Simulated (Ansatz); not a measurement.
SrF₂:
```yaml
crystal:
  lattice:
    - [0.00000, 2.87872, 2.87872]
    - [2.87872, 0.00000, 2.87872]
    - [2.87872, 2.87872, 0.00000]
  atoms:
    - { symbol: Sr, position: [0.00000, 0.00000, 0.00000] }
    - { symbol: F, position: [0.25000, 0.25000, 0.25000] }
    - { symbol: F, position: [0.75000, 0.75000, 0.75000] }
```

Relaxed with PBEsol. Special points in fractions of this cell's reciprocal vectors: Γ (0.000, 0.000, 0.000); X (0.500, 0.000, 0.500); U (0.625, 0.250, 0.625); K (0.375, 0.375, 0.750); L (0.500, 0.500, 0.500); W (0.500, 0.250, 0.750).

### Question
List the band energies nearest the valence-band maximum at these points for the program Ansatz at the PBEsol level (PAW).

### Answer
In eV from the valence-band maximum; about four levels below and three above (degenerate sets whole), none deeper than 8.9 eV; points with the same levels are listed once.

```
k                                below                   above
-  -----------------------------------  ----------------------
Γ  -1.78 -1.78 -1.78 -0.10 -0.10 -0.10        6.90 10.13 10.13
X         -0.93 -0.93 -0.29 -0.29 0.00        8.14 10.26 11.69
U              -0.87 -0.53 -0.24 -0.08        8.42 10.51 11.01
L              -0.94 -0.74 -0.44 -0.44       10.22 10.26 10.26
W              -0.63 -0.63 -0.22 -0.07  8.47 10.89 10.90 10.90
```

Space group Fm-3m (fluorite). The cell was relaxed with PBEsol under the symmetry of its start; of distortions, only those at the zone centre were tested. Scalar-relativistic: spin–orbit coupling is off unless named, which matters more the heavier the elements.

Potentials: the later of the program's two PAW sets.
